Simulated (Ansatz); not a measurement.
# HfO2 (P2_1/c): the host for defect calculations, part 2 of 2

Aim: the runs on the perfect crystal HfO2 (P2_1/c) that a defect calculation needs first.

Ansatz 0.2.0; plane-wave PAW DFT, r2SCAN; relaxation of the host's cell and atoms; PAW set soft_1 (the session's first sound run).

So far. Step 3 (Dielectric tensors of the host): The principal values of the electronic dielectric tensor are 4.68, 5.06 and 5.09. The principal values of the static dielectric tensor are 15.30, 19.46 and 21.76.

### 4. Defect free supercell relaxed in its symmetry

This cell, the one that will hold the defects, is built from the relaxed host. Its coarser k-points can move the atoms a little, so it is relaxed from the symmetric sites, as the reference for the test of stability.

This step: plane-wave PAW DFT, r2SCAN; relaxation of the defect-free supercell in its symmetry; PAW set soft_1 (Ansatz 0.2.0).

System of this step: HfO2 (P2_1/c). The cell holds 96 atoms: 32 Hf and 64 O. Its edges and angles: a = 10.229 Å, b = 10.363 Å, c = 10.593 Å, α = 90.0°, β = 99.5°, γ = 90.0°.

pristine.symmetric/input.yaml

```yaml
crystal:
  lattice:
    - [10.2294504898, 0.0, 0.0087819208]
    - [0.0, 10.3626286749, 0.0]
    - [-1.7504376039, 0.0, 10.4476751421]
  atoms:
    - { symbol: Hf, position: [0.1380886692, 0.2290864202, 0.3541307092] }
    - { symbol: Hf, position: [0.3619113308, 0.4790864202, 0.3958692908] }
    - { symbol: Hf, position: [0.3619113308, 0.2709135798, 0.1458692908] }
    - { symbol: Hf, position: [0.1380886692, 0.0209135798, 0.1041307092] }
    - { symbol: O, position: [0.2239984862, 0.3711857871, 0.4892109611] }
    - { symbol: O, position: [0.2760015138, 0.1211857871, 0.2607890389] }
    - { symbol: O, position: [0.2760015138, 0.1288142129, 0.0107890389] }
    - { symbol: O, position: [0.2239984862, 0.3788142129, 0.2392109611] }
    - { symbol: O, position: [0.0349713344, 0.1667376796, 0.1721316082] }
    - { symbol: O, position: [0.4650286656, 0.4167376796, 0.0778683918] }
    - { symbol: O, position: [0.4650286656, 0.3332623204, 0.3278683918] }
    - { symbol: O, position: [0.0349713344, 0.0832623204, 0.4221316082] }
    - { symbol: Hf, position: [0.1380886692, 0.2290864202, 0.8541307092] }
    - { symbol: Hf, position: [0.3619113308, 0.4790864202, 0.8958692908] }
    - { symbol: Hf, position: [0.3619113308, 0.2709135798, 0.6458692908] }
    - { symbol: Hf, position: [0.1380886692, 0.0209135798, 0.6041307092] }
    - { symbol: O, position: [0.2239984862, 0.3711857871, 0.9892109611] }
    - { symbol: O, position: [0.2760015138, 0.1211857871, 0.7607890389] }
    - { symbol: O, position: [0.2760015138, 0.1288142129, 0.5107890389] }
    - { symbol: O, position: [0.2239984862, 0.3788142129, 0.7392109611] }
    - { symbol: O, position: [0.0349713344, 0.1667376796, 0.6721316081] }
    - { symbol: O, position: [0.4650286656, 0.4167376796, 0.5778683919] }
    - { symbol: O, position: [0.4650286656, 0.3332623204, 0.8278683919] }
    - { symbol: O, position: [0.0349713344, 0.0832623204, 0.9221316082] }
    - { symbol: Hf, position: [0.1380886692, 0.7290864202, 0.3541307092] }
    - { symbol: Hf, position: [0.3619113308, 0.9790864202, 0.3958692908] }
    - { symbol: Hf, position: [0.3619113308, 0.7709135798, 0.1458692908] }
    - { symbol: Hf, position: [0.1380886692, 0.5209135798, 0.1041307092] }
    - { symbol: O, position: [0.2239984862, 0.8711857871, 0.4892109611] }
    - { symbol: O, position: [0.2760015138, 0.6211857871, 0.2607890389] }
[... 60 atom lines left out ...]
    - { symbol: O, position: [0.7760015138, 0.6288142129, 0.5107890389] }
    - { symbol: O, position: [0.7239984862, 0.8788142129, 0.7392109611] }
    - { symbol: O, position: [0.5349713344, 0.6667376796, 0.6721316081] }
    - { symbol: O, position: [0.9650286656, 0.9167376796, 0.5778683919] }
    - { symbol: O, position: [0.9650286656, 0.8332623204, 0.8278683919] }
    - { symbol: O, position: [0.5349713344, 0.5832623204, 0.9221316082] }
basis:
  ecutwfc: 500
  xc_grid: 2
hamiltonian:
  xc: r2scan
  pseudopotentials: { kind: paw, azcp: { folder: soft_1 } }
kpoints:
  mp_grid: { grid: [1, 1, 1] }
scf:
  occupations: { method: fermi_dirac, width: 0.01 }
  max_iter: 100
  lower_state_search: "off"
output:
  forces: true
relax:
  f_tol: 0.015
  max_steps: 60
  escape_saddle: false
checkpoint:
  write: "../pristine.symmetric.run"
  compress: false
  write_wavefunctions: false
  write_every: 100000
```

The run is started by

```sh
> ansatz run input.yaml --threads 32 --pin off --max-ram 131891MiB --backend cuda --events-out ev --progress --plain --runs-dir out
```

Numbers of over 12 decimals in the logs are rounded to 6 here.

The log of the run:

```text
[...]
device memory: the entry about to start is reckoned to put 5.0 GiB on a device that reports 182.5 GiB free
GPU FFT provider: cuFFT
GPU libraries: cuBLAS 13.8.1, cuFFT 12.4.0, cuSOLVER 12.3.2
GPU matrix products: emulated (plane waves: as basis.precision tells), large ones in fixed point in workspaces of 1.00 GiB
Crystal: 96 atoms, lattice volume = 1107.655 Å³
Basis set: ecut = 500 eV, 28081 PW (Γ), exchange–correlation on 150×160×160 points (8 copies of the dense FFT grid, shifted against one another)
Bands: 730, of which v1, the nominal top of the filled ones, is band 608 counted from 1 (607 counted from 0)
Symmetry: 32 space group operations
[...]
k-points: 1
[...]
GPU buffer pool allocated for 480000 grid points (all kernels)
GPU transforms: local potential: pruned to the plane-wave sphere, on 75×75×80; band sums: pruned to the plane-wave sphere, on 75×80×80
[...]
SCF iter   1: F=-540044.301247 eV  HF=-540078.109117 eV  |Δ(HF+E_count)|=         —  Δρ=8.88e-2  dr2=6.76e1  dr2_τ=5.20e0  Hψ=2195
[...]
SCF iter   3: F=-540065.360828 eV  HF=-540070.040970 eV  |Δ(HF+E_count)|=   4.96e-1  Δρ=2.25e-2  dr2=4.81e0  dr2_τ=5.22e-1  Hψ=1104
automatic band count: iteration 3 solves 705 bands in place of 730: the levels show a gap, and the empty bands left out lie too high to hold charge; the band table lists the bands solved (type scf.n_extra_bands for more)
SCF iter   4: F=-540068.796286 eV  HF=-540068.664134 eV  |Δ(HF+E_count)|=    1.38e0  Δρ=7.31e-3  dr2=4.29e-1  dr2_τ=2.91e-2  Hψ=1238
[...]
SCF iter  10: F=-540068.822313 eV  HF=-540068.822313 eV  |Δ(HF+E_count)|=   4.56e-6  Δρ=1.09e-5  dr2=1.10e-6  dr2_τ=1.75e-7  Hψ=2571
SCF 1 converged in 10 iterations: F = -540068.822313 eV  dr2 = 1.10e-6
[...]
relax step   1: F+E_penalty+E_count = -540068.82231293 eV  Δ(F+E_penalty+E_count) = +0.000e0 eV  max|allowed force component| = 9.155e-3 eV/Å  Δτ_max = 0.0000 Å  (10 SCF iters, dr2 threshold 5.63e-6 eV, accepted)
[...]
SCF iter   4: F=-540068.822313 eV  HF=-540068.822313 eV  |Δ(HF+E_count)|=   3.43e-8  Δρ=8.22e-7  dr2=1.20e-8  dr2_τ=4.45e-10  Hψ=2488
SCF 2 converged in 4 iterations: F = -540068.822313 eV  dr2 = 1.20e-8
relax step   2: F+E_penalty+E_count = -540068.82231305 eV  Δ(F+E_penalty+E_count) = -1.262e-7 eV  max|allowed force component| = 9.189e-3 eV/Å  Δτ_max = 0.0000 Å  (4 SCF iters, accepted)
[...]
SCF iter   2: F=-540068.822313 eV  HF=-540068.822313 eV  |Δ(HF+E_count)|=   1.98e-9  Δρ=7.02e-7  dr2=7.14e-9  dr2_τ=3.03e-10  Hψ=1917
SCF 3 converged in 2 iterations: F = -540068.822313 eV  dr2 = 7.14e-9
SCF converged after 2 iterations
Free energy (F): -540068.822313 eV
[...]
Internal energy: -540068.822313 eV  (E = F + TS)
E sigma→0 (E₀):  -540068.822313 eV
Fermi energy:    14.893559 eV
[...]
--- Forces (eV/Å), atoms counted from 1 ---
  atom   1  Hf    -0.00621753    -0.00919331    -0.00422727
  atom   2  Hf     0.00621753    -0.00919331     0.00422727
  atom   3  Hf     0.00621753     0.00919331     0.00422727
  atom   4  Hf    -0.00621753     0.00919331    -0.00422727
  atom   5  O     -0.00678845    -0.00238227    -0.00369237
  atom   6  O      0.00678845    -0.00238227     0.00369237
  [... 90 more lines of this table ...]
  max |Σ_I F_I| component: 4.68e-17 eV/Å
--- Relaxed structure (2 steps of the walk, 2 accepted, 0 SCFs on fresh bases) ---
  F+E_penalty+E_count = -540068.82231305 eV   max|allowed force component| = 9.189e-3 eV/Å
  atoms:
    - { symbol: Hf, position: [0.138089, 0.229086, 0.354131] }
    - { symbol: Hf, position: [0.3619113308, 0.4790864202, 0.395869] }
    - { symbol: Hf, position: [0.361911, 0.2709135798, 0.145869] }
    - { symbol: Hf, position: [0.138089, 0.0209135798, 0.104131] }
    - { symbol: O, position: [0.223998, 0.3711857871, 0.489211] }
    - { symbol: O, position: [0.276002, 0.1211857871, 0.260789] }
  [... 90 more lines of this table ...]
```

Wall time 2.6 s (1 × NVIDIA GB200 with 32 threads of Arm Neoverse V2, shared host); peak memory 1.4 GiB; 7.4 s of CPU time.

No atom moved by 0.005 Å in the relaxation.

### 5. Defect free supercell relaxed from displaced atoms

This step: plane-wave PAW DFT, r2SCAN; relaxation of the defect-free supercell from random displacements, a test of the host's stability; PAW set soft_1 (Ansatz 0.2.0).

pristine.rattled/input.yaml, as its differences from pristine.symmetric/input.yaml of step 4:

```diff
@@ -59,6 +59,6 @@
   f_tol: 0.015
-  max_steps: 60
-  escape_saddle: false
+  max_steps: 120
+  random_displacement: { amplitude: 0.06, seed: 9040 }
 checkpoint:
-  write: "../pristine.symmetric.run"
+  write: "../pristine.rattled.run"
   compress: false
```

The log of the run:

```text
[...]
Crystal: 96 atoms, lattice volume = 1107.655 Å³
Basis set: ecut = 500 eV, 28081 PW (Γ), exchange–correlation on 150×160×160 points (8 copies of the dense FFT grid, shifted against one another)
Bands: 730, of which v1, the nominal top of the filled ones, is band 608 counted from 1 (607 counted from 0)
Symmetry: 1 space group operations
k-points: 1
[...]
SCF iter   1: F=-540040.662742 eV  HF=-540075.693916 eV  |Δ(HF+E_count)|=         —  Δρ=8.93e-2  dr2=6.90e1  dr2_τ=5.32e0  Hψ=2178
[...]
SCF iter   3: F=-540062.298668 eV  HF=-540067.081123 eV  |Δ(HF+E_count)|=   5.96e-1  Δρ=2.27e-2  dr2=4.90e0  dr2_τ=5.33e-1  Hψ=1104
[...]
SCF 1 converged in 11 iterations: F = -540065.839603 eV  dr2 = 8.15e-7
[...]
relax step   1: F+E_penalty+E_count = -540065.83960326 eV  Δ(F+E_penalty+E_count) = +0.000e0 eV  max|allowed force component| = 2.389e0 eV/Å  Δτ_max = 0.0000 Å  (11 SCF iters, dr2 threshold 5.63e-6 eV, accepted)
[...]
relax step   2: F+E_penalty+E_count = -540067.50477536 eV  Δ(F+E_penalty+E_count) = -1.665e0 eV  max|allowed force component| = 1.246e0 eV/Å  Δτ_max = 0.1344 Å  (7 SCF iters, dr2 threshold 1.00e-4 eV, accepted)
relax step   3: F+E_penalty+E_count = -540068.81994339 eV  Δ(F+E_penalty+E_count) = -1.315e0 eV  max|allowed force component| = 3.717e-2 eV/Å  Δτ_max = 0.0956 Å  (7 SCF iters, dr2 threshold 9.70e-5 eV, accepted)
relax step   4: F+E_penalty+E_count = -540068.81994665 eV  Δ(F+E_penalty+E_count) = -3.260e-6 eV  max|allowed force component| = 3.731e-2 eV/Å  Δτ_max = 0.0000 Å  (5 SCF iters, accepted)
[...]
SCF iter   2: F=-540068.816364 eV  HF=-540068.816533 eV  |Δ(HF+E_count)|=   6.20e-3  Δρ=4.13e-4  dr2=9.63e-4  dr2_τ=1.02e-4  Hψ=1397
[...]
SCF iter   8: F=-540068.822646 eV  HF=-540068.822646 eV  |Δ(HF+E_count)|=   2.67e-8  Δρ=1.13e-6  dr2=1.01e-8  dr2_τ=8.11e-10  Hψ=2337
SCF 5 converged in 8 iterations: F = -540068.822646 eV  dr2 = 1.01e-8
[...]
relax step   5: F+E_penalty+E_count = -540068.82264598 eV  Δ(F+E_penalty+E_count) = -2.699e-3 eV  max|allowed force component| = 3.201e-3 eV/Å  Δτ_max = 0.0116 Å  (8 SCF iters, accepted)
[...]
SCF iter   1: F=-540068.822646 eV  HF=-540068.822646 eV  |Δ(HF+E_count)|=         —  Δρ=1.13e-6  dr2=1.01e-8  dr2_τ=8.10e-10  Hψ=3111
[...]
SCF iter   2: F=-540068.822646 eV  HF=-540068.822646 eV  |Δ(HF+E_count)|=   3.96e-9  Δρ=7.04e-7  dr2=4.47e-9  dr2_τ=1.94e-10  Hψ=1462
SCF 6 converged in 2 iterations: F = -540068.822646 eV  dr2 = 4.47e-9
SCF converged after 2 iterations
Free energy (F): -540068.822646 eV
[...]
Internal energy: -540068.822646 eV  (E = F + TS)
E sigma→0 (E₀):  -540068.822646 eV
Fermi energy:    14.891756 eV
[...]
--- Forces (eV/Å), atoms counted from 1 ---
  atom   1  Hf     0.00001907     0.00094928     0.00051505
  atom   2  Hf    -0.00026441    -0.00007739    -0.00070036
  atom   3  Hf     0.00101876    -0.00072142    -0.00036730
  atom   4  Hf    -0.00112142    -0.00100820    -0.00114441
  atom   5  O      0.00055873     0.00136078    -0.00089882
  atom   6  O      0.00076696     0.00167941    -0.00061946
  [... 90 more lines of this table ...]
  max |Σ_I F_I| component: 1.40e-3 eV/Å
--- Relaxed structure (5 steps of the walk, 5 accepted, 0 SCFs on fresh bases) ---
  F+E_penalty+E_count = -540068.82264598 eV   max|allowed force component| = 3.201e-3 eV/Å
  atoms:
    - { symbol: Hf, position: [0.137865, 0.229154, 0.353875] }
    - { symbol: Hf, position: [0.361697, 0.479164, 0.395640] }
    - { symbol: Hf, position: [0.361697, 0.271188, 0.145628] }
    - { symbol: Hf, position: [0.137878, 0.021176, 0.103882] }
    - { symbol: O, position: [0.223704, 0.371323, 0.488912] }
    - { symbol: O, position: [0.275855, 0.121336, 0.260613] }
  [... 90 more lines of this table ...]
```

It took 4.5 s on 1 × NVIDIA GB200 with 32 threads; peak memory 1.4 GiB.

The steps of the relaxation:

| step | energy less that of the first step (eV) | largest force component (eV/Å) |
| --- | --- | --- |
| 1 | 0.0000 | 2.3885 |
| 2 | -1.6652 | 1.2455 |
| 3 | -2.9803 | 0.0372 |
| 4 | -2.9803 | 0.0373 |
| 5 | -2.9830 | 0.0032 |

The relaxation ends 31 meV an atom lower than the displaced start, with a largest force component of 0.0032 eV/Å.

### 6. Host on a dense mesh

This step: plane-wave PAW DFT, r2SCAN; single point of the defect-free host, a test of the k-point sampling; PAW set soft_1 (Ansatz 0.2.0).

System of this step: HfO2 (P2_1/c). The structure is monoclinic, space group P2_1/c (No. 14). Conventional cell: a = 5.115 Å, b = 5.181 Å, c = 5.297 Å, α = 90.00°, β = 99.46°, γ = 90.00°. Hf has 7 O at 2.04 to 2.25 Å nearest. Nearest to O lie 4 Hf at 2.14 to 2.25 Å. O has 3 Hf at 2.04 to 2.14 Å nearest. Farther neighbours and most contacts between anions are not listed.

dense/input.yaml

```yaml
crystal:
  lattice:
    - [5.1147252449, 0.0, 0.0043909604]
    - [0.0, 5.1813143374, 0.0]
    - [-0.8752188019, 0.0, 5.2238375711]
  atoms:
    - { symbol: Hf, position: [0.2761773384, 0.4581728403, 0.7082614185] }
    - { symbol: Hf, position: [0.7238226616, 0.9581728403, 0.7917385815] }
    - { symbol: Hf, position: [0.7238226616, 0.5418271597, 0.2917385815] }
    - { symbol: Hf, position: [0.2761773384, 0.0418271597, 0.2082614185] }
    - { symbol: O, position: [0.4479969725, 0.7423715742, 0.9784219222] }
    - { symbol: O, position: [0.5520030275, 0.2423715742, 0.5215780778] }
    - { symbol: O, position: [0.5520030275, 0.2576284258, 0.0215780778] }
    - { symbol: O, position: [0.4479969725, 0.7576284258, 0.4784219222] }
    - { symbol: O, position: [0.0699426689, 0.3334753591, 0.3442632163] }
    - { symbol: O, position: [0.9300573311, 0.8334753591, 0.1557367837] }
    - { symbol: O, position: [0.9300573311, 0.6665246409, 0.6557367837] }
    - { symbol: O, position: [0.0699426689, 0.1665246409, 0.8442632163] }
basis:
  ecutwfc: 500
  xc_grid: 2
hamiltonian:
  xc: r2scan
  pseudopotentials: { kind: paw, azcp: { folder: soft_1 } }
kpoints:
  mp_grid: { grid: [6, 6, 6] }
scf:
  occupations: { method: fermi_dirac, width: 0.01 }
  max_iter: 100
  lower_state_search: "off"
checkpoint:
  write: "../dense.run"
  compress: false
  write_wavefunctions: false
  write_every: 100000
```

The log of the run:

```text
[...]
GPU FFT provider: cuFFT
GPU libraries: cuBLAS 13.8.1, cuFFT 12.4.0, cuSOLVER 12.3.2
[...]
Crystal: 12 atoms, lattice volume = 138.457 Å³
Basis set: ecut = 500 eV, 3535 PW (Γ), exchange–correlation on 80×80×80 points (8 copies of the dense FFT grid, shifted against one another)
Bands: 88, of which v1, the nominal top of the filled ones, is band 76 counted from 1 (75 counted from 0)
Symmetry: 4 space group operations
[...]
k-points: 80 of 216
[...]
GPU buffer pool allocated for 64000 grid points (all kernels)
GPU transforms: local potential and band sums: pruned to the plane-wave sphere, on 40×40×40
[...]
SCF iter   1: F=-67505.564801 eV  HF=-67509.801358 eV  |Δ(HF+E_count)|=         —  Δρ=8.88e-2  dr2=8.44e0  dr2_τ=6.45e-1  Hψ=22226
[...]
SCF iter  11: F=-67508.634752 eV  HF=-67508.634752 eV  |Δ(HF+E_count)|=   7.72e-8  Δρ=2.43e-6  dr2=7.70e-9  dr2_τ=2.64e-10  Hψ=14583
SCF 1 converged in 11 iterations: F = -67508.634752 eV  dr2 = 7.70e-9
[...]
SCF converged after 11 iterations
Free energy (F): -67508.634752 eV
[...]
Internal energy: -67508.634752 eV  (E = F + TS)
E sigma→0 (E₀):  -67508.634752 eV
Fermi energy:    14.892710 eV
[...]
```

Wall time 2.1 s (1 × NVIDIA GB200 with 32 threads); peak memory 1.2 GiB; 5.4 s of CPU time.

### 7. Defect free supercell at the zone centre

The supercell is run at the zone centre, to see how far that sampling misses the dense mesh.

System of this step: HfO2 (P2_1/c). The cell holds 96 atoms: 32 Hf and 64 O. Its edges and angles: a = 10.229 Å, b = 10.363 Å, c = 10.593 Å, α = 90.0°, β = 99.5°, γ = 90.0°.

pristine.sampling_gamma/input.yaml, as its differences from pristine.rattled/input.yaml of step 5:

```diff
@@ -55,10 +55,4 @@
   lower_state_search: "off"
-output:
-  forces: true
-relax:
-  f_tol: 0.015
-  max_steps: 120
-  random_displacement: { amplitude: 0.06, seed: 9040 }
 checkpoint:
-  write: "../pristine.rattled.run"
+  write: "../pristine.sampling_gamma.run"
   compress: false
```

The log of the run:

```text
[...]
GPU FFT provider: cuFFT
GPU libraries: cuBLAS 13.8.1, cuFFT 12.4.0, cuSOLVER 12.3.2
[...]
Crystal: 96 atoms, lattice volume = 1107.655 Å³
Basis set: ecut = 500 eV, 28081 PW (Γ), exchange–correlation on 150×160×160 points (8 copies of the dense FFT grid, shifted against one another)
Bands: 704, of which v1, the nominal top of the filled ones, is band 608 counted from 1 (607 counted from 0)
Symmetry: 32 space group operations
[...]
k-points: 1
[...]
GPU buffer pool allocated for 480000 grid points (all kernels)
[...]
SCF iter   1: F=-540044.265292 eV  HF=-540078.108269 eV  |Δ(HF+E_count)|=         —  Δρ=8.88e-2  dr2=6.77e1  dr2_τ=5.19e0  Hψ=2149
[...]
SCF iter  11: F=-540068.822313 eV  HF=-540068.822313 eV  |Δ(HF+E_count)|=   4.76e-7  Δρ=3.24e-6  dr2=8.57e-8  dr2_τ=1.23e-8  Hψ=1801
SCF 1 converged in 11 iterations: F = -540068.822313 eV  dr2 = 8.57e-8
[...]
SCF converged after 11 iterations
Free energy (F): -540068.822313 eV
[...]
Internal energy: -540068.822313 eV  (E = F + TS)
E sigma→0 (E₀):  -540068.822313 eV
Fermi energy:    14.893552 eV
[...]
```

The job ended after 1.9 s (1 × NVIDIA GB200 with 32 threads; peak memory 1.4 GiB).

### 8. Outcome

```
primitive cell vectors, lengths                                      : 5.115, 5.181, 5.297 Å
electronic dielectric constant                                       : principal values (4.68, 5.06, 5.09)
static dielectric constant                                           : principal values (15.30, 19.46, 21.76)
gap on the k-mesh of the response run (PBEsol)                       : 4.04 eV
supercell relaxed in its symmetry less the displaced and relaxed one : 0.000 eV
energy an atom at the zone centre alone less that on the dense mesh  : 0.003 eV
```

Step 5: The energy fell by 2.983 eV from the randomly displaced start; the atoms end within 0.005 Å of the sites as typed, once the mean shift is taken out. The displaced cell ends within 0.01 eV of the symmetric one relaxed in its symmetry, so no lower structure shows in this supercell. The k-mesh can miss the band edges, so this gap is an upper bound at this level. All at zero temperature.

[Logs are printed without paths, hosts, clocks, repeated set-up lines and the standing remarks that a program may print on its own settings, such as how far it seeks lower states.]

[Hosts, paths, dates, database ids (printed as entryN), source tags and the programs' standing remarks are cut or masked in the printed files.]

[Runs of the host that timed out are not shown.]

[For some hosts the program warned that the k-mesh of the response run may be too coarse for force constants and the static dielectric constant; such warnings are not always shown.]
